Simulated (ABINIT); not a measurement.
Runs of ABINIT 10.8.3 (patched build) on WC (Qusongite). It takes space group P-6m2 (No. 187, hexagonal). The conventional cell has a = 2.907 Å, b = 2.907 Å, c = 2.837 Å, α = 90.00°, β = 90.00°, γ = 120.00°. W (site symmetry -6m2) is surrounded by 6 C at 2.20 Å. C (site symmetry -6m2) is surrounded by 6 W at 2.20 Å. 

| task | level | potentials or basis | cell | k mesh | cutoff (eV) | cell freedom (optcell) | optimiser (ionmov) | cutoff smearing ecutsm (Ha) | force stop (Ha/bohr) | fine-grid cutoff | mesh quality | gap on the mesh (eV) | pressure (GPa) | relaxed volume (Å³/atom) |
| --- | --- | --- | --- | --- | --- | --- | --- | --- | --- | --- | --- | --- | --- | --- |
| relaxation of cell and atoms | PBEsol | JTH PAW PBE v2.0 | relaxed | 8 × 8 × 7 | 517 | 2 | 2 | 0.5 | 2e-05 | 1034.03 eV | not flagged | none | 0.0 | (b) |
| single point | PBEsol | PseudoDojo NC SR PBEsol v0.4.1 standard | as given | 8 × 8 × 7 | 1007 | - | - | - | - | - | not flagged | none | -3.5 | - |
| relaxation of cell and atoms | LDA | JTH PAW LDA v2.0 | relaxed | 8 × 8 × 7 | 517 | 2 | 2 | 0.5 | 2e-05 | 1034.03 eV | not flagged | none | 0.0 | 10.13 |
| optical spectrum | PBEsol | PseudoDojo NC SR PBEsol v0.4.1 standard | as given | 12 × 12 × 10, shifted | 1007 | - | - | - | - | - | not flagged | - | (c) | - |
| single point | PBE | PseudoDojo NC SR PBE v0.5 stringent | as given | 8 × 8 × 7 | 1007 | - | - | - | - | - | not flagged | none | 5.4 | - |
| phonon dispersion | LDA | JTH PAW LDA v2.0 | as given | 8 × 8 × 6, shifted | 435 | - | - | - | - | 870.764 eV | coarse | - | -11.0 | - |
| relaxation of cell and atoms | LDA | PseudoDojo NC SR LDA v0.4.1 standard | relaxed | 8 × 8 × 7 | 1116 | 2 | 2 | 0.5 | 2e-05 | - | not flagged | none | 0.0 | 10.11 |
| single point | LDA | JTH PAW LDA v2.0 | as given | 8 × 8 × 7 | 435 | - | - | - | - | 870.764 eV | not flagged | none | (a) | - |

Alike in all rows: no spin polarisation; smearing fermi-dirac 0.05 eV.

Estimate the missing entries.

(a) -10.8; (b) 10.32; (c) -3.3.

Caveats: some runs use coarse meshes; the PAW data sets were made with another functional, which shifts forces and pressure a little (some runs); the intraband (Drude) term is left out (some runs); spectra need much finer meshes, so this one isn't converged (some runs); the mesh is coarse for a metal's response (some runs); the cell is more than 3 GPa from zero pressure, which shifts response properties (some runs).

A k mesh can miss the band edges, and the runs leave out spin-orbit coupling on W.

A gap of «none» marks a metal or a gap under the smearing width.

Not every run made on this cell is shown here.
